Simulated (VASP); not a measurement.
# MoS2 in VASP: settings compared, part 2 of 2

VASP 6.6.1. The steps go on from the part before.

### 3 Relaxation of the atoms, PBE

INCAR

```
  PREC = Accurate
  ENCUT = 520
  EDIFF = 1E-6
  ISMEAR = 0
  SIGMA = 0.01
  LREAL = False
  LASPH = True
  NELM = 100
  ALGO = Normal
  ISIF = 2
  LWAVE = False
  LCHARG = False
  LDIPOL = True
  IDIPOL = 3
  DIPOL = 0.5 0.5 0.500
  GGA = PE
  IBRION = 2
  NSW = 100
  EDIFFG = -0.005
```

KPOINTS

```
regular mesh
0
Gamma
  12 12 1
```

POSCAR

```
MoS2
1.0
    3.1600000000      0.0000000000      0.0000000000
   -1.5800000000      2.7366402760      0.0000000000
    0.0000000000      0.0000000000     19.1300000000
S Mo
2 1
Direct
    0.6666666667      0.3333333333      0.4181913225
    0.6666666667      0.3333333333      0.5818086775
    0.0000000000      0.0000000000      0.5000000000
```

Potentials or basis: VASP PAW PBE potentials, release 64 (S, Mo_sv).

Command:

```sh
cat potpaw_PBE.64/S/POTCAR potpaw_PBE.64/Mo_sv/POTCAR > POTCAR
mpirun -np 1 vasp_std > vasp.out
```

OUTCAR:

```text
PREC = Accurate
   ENCUT = 520
   EDIFF = 1E-6
   ISMEAR = 0
   LREAL = False
   LASPH = True
   NELM = 100
   ISIF = 2
   GGA = PE
   IBRION = 2
   NSW = 100
   EDIFFG = -0.005

 ion  position               nearest neighbor table
   1  0.667  0.333  0.418-   3 2.40   3 2.40   3 2.40
   2  0.667  0.333  0.582-   3 2.40   3 2.40   3 2.40
   3  0.000  0.000  0.500-   1 2.40   2 2.40   1 2.40   2 2.40   1 2.40   2 2.40

  LATTYP: Found a hexagonal cell.
 ALAT       =     3.1600000000
 C/A-ratio  =     6.0537974684

  Lattice vectors:

 A1 = (   3.1600000000,   0.0000000000,   0.0000000000)
 A2 = (  -1.5800000000,   2.7366402760,   0.0000000000)
 A3 = (   0.0000000000,   0.0000000000,  19.1300000000)

Analysis of symmetry for initial positions (statically):
=====================================================================
 Subroutine PRICEL returns:
 Original cell was already a primitive cell.

 Routine SETGRP: Setting up the symmetry group for a
 hexagonal supercell.

 Subroutine GETGRP returns: Found 12 space group operations
 (whereof 12 operations were pure point group operations)
 out of a pool of 24 trial point group operations.

The static configuration has the point symmetry D_3h.

Analysis of symmetry for dynamics (positions and initial velocities):
=====================================================================
 Subroutine PRICEL returns:
 Original cell was already a primitive cell.

 Routine SETGRP: Setting up the symmetry group for a
 hexagonal supercell.

 Subroutine GETGRP returns: Found 12 space group operations
 (whereof 12 operations were pure point group operations)
 out of a pool of 24 trial point group operations.

The dynamic configuration has the point symmetry D_3h.

 Subroutine INISYM returns: Found 12 space group operations
 (whereof 12 operations are pure point group operations),
 and found     1 'primitive' translations

----------------------------------------------------------------------------------------

                                     Primitive cell

  volume of cell :     165.4321

  direct lattice vectors                    reciprocal lattice vectors
     3.160000000  0.000000000  0.000000000     0.316455696  0.182705781  0.000000000
    -1.580000000  2.736640276  0.000000000     0.000000000  0.365411563  0.000000000
     0.000000000  0.000000000 19.130000000     0.000000000  0.000000000  0.052273915

  length of vectors
     3.160000000  3.160000000 19.130000000     0.365411563  0.365411563  0.052273915

  position of ions in fractional coordinates (direct lattice)
     0.666666667  0.333333333  0.418191323
     0.666666667  0.333333333  0.581808677
     0.000000000  0.000000000  0.500000000

  ion indices of the primitive-cell ions
   primitive index   ion index
                 1           1
                 2           2
                 3           3

----------------------------------------------------------------------------------------

 KPOINTS: regular mesh
[... 47 lines left out ...]
   dimension x,y,z NGX =    24 NGY =   24 NGZ =  144
   dimension x,y,z NGXF=    48 NGYF=   48 NGZF=  288
   ions per type =               2   1
   NGX,Y,Z   is equivalent  to a cutoff of  12.63, 12.63, 12.51 a.u.
   NGXF,Y,Z  is equivalent  to a cutoff of  25.25, 25.25, 25.03 a.u.
 SYSTEM =  unknown system
   PREC   = accura    normal or accurate (medium, high low for compatibility)
   ISTART =      0    job   : 0-new  1-cont  2-samecut
   ICHARG =      2    charge: 1-file 2-atom 10-const
   ISPIN  =      1    spin polarized calculation?
   LNONCOLLINEAR =      F non collinear calculations
   LSORBIT =      F    spin-orbit coupling
   LASPH  =      T    aspherical Exc in radial PAW
   ENCUT  =  520.0 eV  38.22 Ry    6.18 a.u.   5.88  5.88 35.57*2*pi/ulx,y,z
   NELM   =    100;   NELMIN=  2; NELMDL= -5     # of ELM steps
   EDIFF  = 0.1E-05   stopping-criterion for ELM
   LREAL  =      F    real-space projection
   EDIFFG = -.5E-02   stopping-criterion for IOM
   NSW    =    100    number of steps for IOM
   IBRION =      2    ionic relax: 0-MD 1-quasi-New 2-CG
   NFREE  =      1    steps in history (QN), initial steepest desc. (CG)
   ISIF   =      2    stress and relaxation
   ISYM   =      2    0-nonsym 1-usesym 2-fastsym
   POTIM  = 0.5000    time-step for ionic-motion
   TEBEG  =    0.0;   TEEND  =   0.0 temperature during run
   PSTRESS=    0.0 pullay stress
   NELECT =      26.0000    total number of electrons
   NUPDOWN=      -1.0000    fix difference up-down
   EMIN   =  10.00;   EMAX   =-10.00  energy-range for DOS
   EFERMI =   0.00;   METHOD = LEGACY
   ISMEAR =     0;   SIGMA  =   0.01  broadening in eV -4-tet -1-fermi 0-gaus
   EFERMI_NEDOS =   21; number of points for ismear=-14 and -15
   IALGO  =     38    algorithm
   IMIX   =      4    mixing-type and parameters
     AMIX     =   0.40;   BMIX     =  1.00
     AMIX_MAG =   1.60;   BMIX_MAG =  1.00
  volume/ion in A,a.u.               =      55.14       372.13
  Fermi-wavevector in a.u.,A,eV,Ry     =   0.883472  1.669520 10.619652  0.780522
  Thomas-Fermi vector in A             =   2.004242
   LORBIT       =      0    0 simple, 1 ext, 2 COOP (PROOUT), +10 PAW based schemes
   GGA     = PE    functional components
   LHFCALC =     F    Hartree Fock is set to
   AEXX    =    0.0000 exact exchange contribution
   IVDW    =     0    specifies the selected vdW correction
   LEPSILON=     F    determine dielectric tensor
   LRPA    =     F    only Hartree local field effects (RPA)
 conjugate gradient relaxation of ions
 non-spin polarized calculation
 Gauss-broadening in eV      SIGMA  =   0.01
  energy-cutoff  :      520.00
  volume of cell :      165.43
 maximum number of plane-waves:      4474
 NGX is ok and might be reduce to    24
   NGX = 11   NGY = 11   NGZ = 71

 dipolmoment           0.000000      0.000000     -0.000000 electrons x Angstroem

--------------------------------------- Ionic step        1  -------------------------------------------

 number of electron      26.0000000 magnetization

 Free energy of the ion-electron system (eV)
  ---------------------------------------------------
  ext. energy  EPLUGINS =         0.00000000
  ---------------------------------------------------
  free energy    TOTEN  =       -21.84680883 eV

  energy without entropy =      -21.84680883  energy(sigma->0) =      -21.84680883

------------------------ aborting loop because EDIFF is reached ----------------------------------------

  FORCE on cell =-STRESS in cart. coord.  units (eV):
  Direction    XX          YY          ZZ          XY          YZ          ZX
  --------------------------------------------------------------------------------------
  -------------------------------------------------------------------------------------
  Total        0.7913144      0.7913144      0.2896638      0.0000000      0.0000000      0.0000000
  in kB        7.6637242      7.6637242      2.8053370      0.0000000      0.0000000      0.0000000
  external PRESSURE =       6.0442618 kB  Pullay stress =       0.0000000 kB
[... 61 lines left out ...]
--------------------------------------- Ionic step        3  -------------------------------------------

 number of electron      26.0000000 magnetization

 dipolmoment           0.000000      0.000000      0.000000 electrons x Angstroem

 Free energy of the ion-electron system (eV)
  ---------------------------------------------------
  ext. energy  EPLUGINS =         0.00000000
  ---------------------------------------------------
  free energy    TOTEN  =       -21.84733265 eV

  energy without entropy =      -21.84733265  energy(sigma->0) =      -21.84733265

 E-fermi :  -1.6528     XC(G=0):  -4.0311

 val. band max:       -1.7745916853   @ k =   0.3333   0.3333   0.0000
 cond. band min:      -0.0077487969   @ k =   0.3333   0.3333   0.0000
 fundamental gap:      1.7668428884
 Fermi energy:        -1.6528353445

 k-point     1 :       0.0000    0.0000    0.0000
  band No.  band energies     occupation
      1     -62.6197      2.00000
      2     -36.7738      2.00000
      3     -36.5422      2.00000
      4     -36.5422      2.00000
      5     -15.9061      2.00000
      6     -14.6178      2.00000
[... 359 lines left out ...]
      6     -13.6582      2.00000
[... 9 lines left out ...]
     16       1.8185      0.00000
     17       3.2015      0.00000

------------------------ aborting loop because EDIFF is reached ----------------------------------------

 vacuum level on the upper side and lower side of the slab       (xc-potential included)        -0.019        -0.019

  FORCE on cell =-STRESS in cart. coord.  units (eV):
  Direction    XX          YY          ZZ          XY          YZ          ZX
  --------------------------------------------------------------------------------------
  -------------------------------------------------------------------------------------
  Total        0.6834260      0.6834260     -0.0217500      0.0000000      0.0000000      0.0000000
  in kB        6.6188470      6.6188470     -0.2106449      0.0000000      0.0000000      0.0000000
  external PRESSURE =       4.3423497 kB  Pullay stress =       0.0000000 kB
[... 18 lines left out ...]
  FREE ENERGIE OF THE ION-ELECTRON SYSTEM (eV)
  ---------------------------------------------------
  free  energy   TOTEN  =       -21.8473326457 eV

  energy  without entropy=      -21.8473326457  energy(sigma->0) =      -21.84733265

 reached required accuracy - stopping structural energy minimisation

 vacuum level on the upper side and lower side of the slab         4.108         4.108
```

CONTCAR:

```text
MoS2
   1.00000000000000
     3.1600000000000001    0.0000000000000000    0.0000000000000000
    -1.5800000000000001    2.7366402760000001    0.0000000000000000
     0.0000000000000000    0.0000000000000000   19.1299999999999990
  S               Mo
     2     1
Direct
     0.6666666667000030    0.3333333332999970    0.4179150848658724
     0.6666666667000030    0.3333333332999970    0.5820849151341276
     0.0000000000000000    0.0000000000000000    0.5000000000000000

  0.00000000E+00  0.00000000E+00  0.00000000E+00
  0.00000000E+00  0.00000000E+00  0.00000000E+00
  0.00000000E+00  0.00000000E+00  0.00000000E+00
```

Wall time 59 s (1 thread of Intel Xeon 6975P-C (Granite Rapids), shared host); peak memory 0.3 GiB.

What came out:

- Free energy: -21.8473 eV
- Energy gained by relaxing: 0.2 meV/atom
- Ionic steps: 3
- Band gap on the k mesh: 1.77 eV, direct

The path:
| step | energy change (eV) | largest force (eV/Å) | pressure (GPa) |
| --- | --- | --- | --- |
| 1 | 0.0000 | 0.0998 | 0.60 |
| 2 | -0.0005 | 0.0089 | 0.45 |
| 3 | -0.0005 | 0.0004 | 0.43 |

Final structure:
```yaml
crystal:
  lattice:
    - [3.16000, 0.00000, 0.00000]
    - [-1.58000, 2.73664, 0.00000]
    - [0.00000, 0.00000, 19.13000]
  atoms:
    - { symbol: S, position: [0.66667, 0.33333, 0.41792] }
    - { symbol: S, position: [0.66667, 0.33333, 0.58208] }
    - { symbol: Mo, position: [0.00000, 0.00000, 0.50000] }
```

### 4 Single point, r2SCAN

POSCAR

```
MoS2
1.0
    3.1600000000      0.0000000000      0.0000000000
   -1.5800000000      2.7366402760      0.0000000000
    0.0000000000      0.0000000000     19.1300000000
S Mo
2 1
Direct
    0.6666666667      0.3333333333      0.4178803583
    0.6666666667      0.3333333333      0.5821196106
    0.0000000000      0.0000000000      0.5000000312
```

INCAR.step1

```
ALGO = Normal
DIPOL = 0.5 0.5 0.500
EDIFF = 1E-4
ENCUT = 520
GGA = PE
IDIPOL = 3
ISMEAR = 0
LASPH = T
LCHARG = F
LDIPOL = T
LREAL = F
LWAVE = T
NBANDS = 20
NELM = 60
PREC = Accurate
SIGMA = 0.01
```

INCAR.step2

```
ALGO = Normal
DIPOL = 0.5 0.5 0.500
EDIFF = 1E-7
ENCUT = 520
IDIPOL = 3
ISIF = 2
ISMEAR = 0
ISTART = 1
LASPH = T
LCHARG = F
LDIPOL = T
LMIXTAU = T
LREAL = F
LWAVE = F
METAGGA = R2SCAN
NBANDS = 20
NELM = 60
PREC = Accurate
SIGMA = 0.01
```

KPOINTS

```
k-points
0
Gamma
  12 12 1
```

Command:

```sh
cat potpaw_PBE.64/S/POTCAR potpaw_PBE.64/Mo_sv/POTCAR > POTCAR
cp INCAR.step1 INCAR
mpirun -np 1 vasp_std > vasp.out
cp INCAR.step2 INCAR
mpirun -np 1 vasp_std > vasp.out
```

It took 2.7 min on 1 thread of Intel Xeon 6975P-C (Granite Rapids), shared host; peak memory 0.33 GiB.

Results (log left out):

```yaml
Free_energy: -44.9929 eV
Largest_force: 0.209 eV/Å
Band_gap_on_the_k_mesh: 1.88 eV, direct
```

Forces in eV/Å, atoms in the order of the input:
```
S    0.000  0.000  0.209
S    0.000  0.000 -0.209
Mo   0.000  0.000  0.000
```

Levels at points of the mesh, in eV from the valence-band top:
| k point | band 11 | band 12 | band 13 | band 14 | band 15 | band 16 |
| --- | --- | --- | --- | --- | --- | --- |
| (0.00, 0.00, 0.00) | -1.54 | -1.54 | -0.07 | 3.00 | 3.00 | 3.21 |
| (0.50, 0.00, 0.00) | -2.08 | -1.01 | -0.66 | 2.48 | 2.99 | 4.21 |

Caveat: the PAW data sets were made with another functional, which shifts forces and pressure a little. r2SCAN opens gaps a little over a GGA but as a rule still falls short of measured ones.

### 5 Overview

```tsv
task	level	cell	gap on the mesh (eV)	largest force (eV/Å)
single point	PBE	as given	1.77	0.01
relaxation of the atoms	PBE	atoms relaxed	1.77	-
single point	r2SCAN	as given	1.88	0.21
```

Alike in all rows: potentials or basis VASP PAW PBE potentials, release 64 (S, Mo_sv); no spin polarisation; k mesh 12 × 12 × 1; cutoff (eV) 520; smearing gaussian 0.01 eV.

Caveats: the PAW data sets were made with another functional, which shifts forces and pressure a little (some runs).

Absolute energies hang on the potentials; compare differences alone.
